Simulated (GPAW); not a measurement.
Runs of GPAW 26.7.0 on InP. It takes space group F-43m (No. 216, cubic). The conventional cell has a = 5.861 Å, b = 5.861 Å, c = 5.861 Å, α = 90.00°, β = 90.00°, γ = 90.00°. In (site symmetry -43m) has 4 P at 2.54 Å as nearest neighbours. P (site symmetry -43m) is surrounded by 4 In at 2.54 Å. 

| task | level | potentials or basis | cell | smearing | optimizer | fmax | max steps | target pressure | convergence | gap on the mesh (eV) | pressure (GPa) | relaxed volume (Å³/atom) |
| --- | --- | --- | --- | --- | --- | --- | --- | --- | --- | --- | --- | --- |
| relaxation of cell and atoms | revPBE+D3(BJ) | the program's PAW data sets (release 1.2.1) made for this functional, pw | relaxed to -2 GPa | fermi-dirac 0.05 eV | FIRE | 0.01 eV/Å | 100 | -2 GPa | density=1e-05 forces=0.0001 | (b) | -2.1 | - |
| relaxation of cell and atoms | BLYP | PAW data sets generated in the run's folder for this functional, pw | relaxed | fermi-dirac 0.05 eV | LBFGS | 0.05 eV/Å | 40 | - | density=1e-05 forces=0.0001 | (c) | 0.1 | 27.83 |
| relaxation of cell and atoms | RPBE+D4 | the program's PAW data sets (release 1.2.1) made for this functional, pw | relaxed to 5 GPa | fermi-dirac 0.05 eV | BFGS | 0.01 eV/Å | 100 | 5 GPa | density=1e-05 forces=0.0001 | 1.15 | 5.0 | - |
| relaxation of cell and atoms | revPBE+D4 | the program's PAW data sets (release 1.2.1) made for this functional, pw | relaxed | fermi-dirac 0.05 eV | FIRE | 0.01 eV/Å | 60 | - | density=1e-05 forces=0.0001 | (a) | -0.1 | 25.36 |
| single point | PBEsol | PAW data sets generated in the run's folder for this functional, pw | as given | gaussian 0.02 eV | - | - | - | - | - | 0.61 | 0.4 | - |

Alike in all rows: no spin polarisation; k mesh 8 × 8 × 8; cutoff (eV) 600.

Q: Estimate the missing entries.

A: (a) 0.77; (b) 0.62; (c) none.

Caveats: later steps reuse the first step's grids (some runs); spin-orbit coupling is left out, which moves the levels of the heavy elements (some runs); the volume moved by +11 % from the deposited cell, more than functionals usually miss (some runs).

A k mesh can miss the band edges, and the runs leave out spin-orbit coupling on In.

Runs at the PBE level aren't shown here.
